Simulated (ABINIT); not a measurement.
Input of an ABINIT 10.8.3 (patched build) run:

The input run.abi:

```
ndtset 7
getwfk -1
scalecart1 3*0.9795861087
scalecart2 3*0.9864848297
scalecart3 3*0.9932883884
scalecart4 3*1.0000000000
scalecart5 3*1.0066227096
scalecart6 3*1.0131594038
scalecart7 3*1.0196128224

pp_dirpath "./"
pseudos "Pb.GGA_PBE-JTH.xml"

acell 3*1.0 Angstrom
rprim
     0.0000000000     2.4750200000     2.4750200000
     2.4750200000     0.0000000000     2.4750200000
     2.4750200000     2.4750200000     0.0000000000
ntypat 1
znucl 82
natom 1
typat 1
xred
     0.0000000000     0.0000000000     0.0000000000

ecut 17.0
pawecutdg 34.0

kptopt 1
ngkpt 9 9 9
nshiftk 1
shiftk 0.0 0.0 0.0

ixc -116133

nband 11
occopt 3
tsmear 0.05 eV

nstep 100
tolvrs 1.0e-9

iomode 3
prtwf 1
prtden 0
prteig 0
prtebands 0
```

Potentials or basis: JTH PAW PBE v2.0.

Launch:

```sh
$ abinit run.abi > log 2>&1
```

Task: Estimate the bulk modulus.

Result: 52 GPa (rough).

Task: What does it give for the equilibrium volume?

Result: 29.97 Å³/atom (rough: see the caveat).

Energy against volume, from the lowest point:
```tsv
volume (Å³/atom)	energy (meV/atom)
28.503	12.63
29.110	3.09
29.716	0.02
30.323	0.00
30.929	3.53
31.535	10.87
32.142	20.24
```

Caveat: the cutoff is too short for stress, so the log's stress isn't used; pressures at fixed basis lie under the slope of the energies; the fit is doubtful: noisy points or a state that changes with volume; the PAW data sets were made with another functional, which shifts forces and pressure a little. Spin-orbit coupling is left out, which matters for the levels of Pb.
